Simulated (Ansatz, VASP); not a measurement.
# Zr: VASP beside Ansatz

The input INCAR:

```
PREC = Accurate
ENCUT = 520
EDIFF = 1E-7
ISMEAR = -1
SIGMA = 0.1
LREAL = False
LASPH = True
NELM = 80
ALGO = Normal
ISIF = 2
LWAVE = False
LCHARG = False
GGA = PE
NBANDS = 12
```

The input KPOINTS:

```
regular mesh
0
Gamma
  14 14 14
```

POSCAR

```
Zr
1.0
   -1.8584328253      1.8584328253      1.8584328253
    1.8584328253     -1.8584328253      1.8584328253
    1.8584328253      1.8584328253     -1.8584328253
Zr
1
Direct
    0.0000000000      0.0000000000      0.0000000000
```

Input for Ansatz:

```yaml
crystal:
  lattice:
    - [-1.8584328253, 1.8584328253, 1.8584328253]
    - [1.8584328253, -1.8584328253, 1.8584328253]
    - [1.8584328253, 1.8584328253, -1.8584328253]
  atoms:
    - { symbol: Zr, position: [0.0, 0.0, 0.0] }
hamiltonian:
  xc: pbe
  pseudopotentials:
    kind: paw
    azcp:
      Zr: "pseudopotentials/Zr.paw.azcp"
basis:
  ecutwfc: 420
  fft_grid_basis: typed
kpoints:
  mp_grid: { grid: [14, 14, 14], shift: [0, 0, 0] }
magnetization:
  spin_polarized: false
scf:
  occupations: { method: fermi_dirac, width: 0.1 }
  lower_state_search: "off"
output:
  stress: true
```

Alike in both runs: task single point; functional PBE; k mesh 14 × 14 × 14; occupations fermi-dirac, width 0.1 eV; no spin polarisation.

|  | VASP | Ansatz |
| --- | --- | --- |
| version | VASP 6.6.1 | Ansatz 0.2.0 |
| potentials or method | VASP PAW PBE potentials, release 64 (Zr_sv) | plane waves (420 eV) with PAW, scalar-relativistic |
| plane-wave cutoff (eV) | 520 | 420 |
| valence electrons in the cell | 12 | 12 |

|  | VASP | Ansatz | Ansatz less VASP |
| --- | --- | --- | --- |
| pressure (GPa) | -8.3 | -8.3 | -0.02 |
